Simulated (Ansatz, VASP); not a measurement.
PtSe2: VASP beside Ansatz

Contents of INCAR:

```
SYSTEM = PtSe2
  PREC = Accurate
  ENCUT = 520
  EDIFF = 1E-6
  ISMEAR = 0
  SIGMA = 0.01
  LREAL = .False.
  LASPH = .True.
  NELM = 100
  ALGO = Normal
  ISIF = 2
  LWAVE = .False.
  LCHARG = .True.
  GGA = PE
  LELF = .True.
  LVHAR = .True.
  NBANDS = 18
```

File KPOINTS:

```
regular mesh
0
Gamma
  12 12 4
  0 0 0
```

POSCAR

```
PtSe2
1.0
    3.7515595060      0.0000000000      0.0000000000
   -1.8757797530      3.2489458360      0.0000000000
    0.0000000000      0.0000000000      6.5013327979
Pt Se
1 2
Direct
    0.0000000000      0.0000000000      0.0000000000
    0.6666666667      0.3333333333      0.7990307520
    0.3333333333      0.6666666667      0.2009692480
```

Input for Ansatz:

```yaml
crystal:
  lattice:
    - [3.7515595178, 0.0, 0.0]
    - [-1.8757797589, 3.2489458462, 0.0]
    - [0.0, 0.0, 6.5013337589]
  atoms:
    - { symbol: Pt, position: [0.0, 0.0, 0.0] }
    - { symbol: Se, position: [0.6666666667, 0.3333333333, 0.7990307871] }
    - { symbol: Se, position: [0.3333333333, 0.6666666667, 0.2009692129] }
basis:
  ecutwfc: 420
  xc_grid: 2
kpoints:
  mp_grid: { grid: [12, 12, 4] }
  band_path: { path: [VBM, CBM], npoints: 2 }
hamiltonian:
  xc: pbe
scf:
  occupations: { method: gaussian, width: 0.01 }
output:
  forces: true
  stress: true
  eigenvalues: true
```

Alike in both runs: task single point; functional PBE; k mesh 12 × 12 × 4; occupations gaussian, width 0.01 eV; no spin polarisation.

|  | VASP | Ansatz |
| --- | --- | --- |
| version | VASP 6.6.1 | Ansatz 0.2.0 |
| potentials or method | VASP PAW PBE potentials, release 64 (Pt, Se) | scalar-relativistic, plane waves, PAW |
| plane-wave cutoff (eV) | 520 | 420 |
| valence electrons in the cell | 22 | 50 |

|  | VASP | Ansatz | Ansatz less VASP |
| --- | --- | --- | --- |
| gap on the k mesh at the Fermi level (eV) | 0.87 | 0.88 | +0.011 |
| least direct gap on the mesh (eV) | 1.03 | 1.04 | +0.011 |
| pressure (GPa) | 0.0 | 0.0 | +0.03 |

The two sets of potentials don't hold the same shells in valence.

Caveats: spin-orbit coupling is left out, which moves the levels of the heavy elements; this functional lacks dispersion, which binds the layers, so the pressure and a relaxed spacing across them are unreliable. A k mesh can miss the band edges.
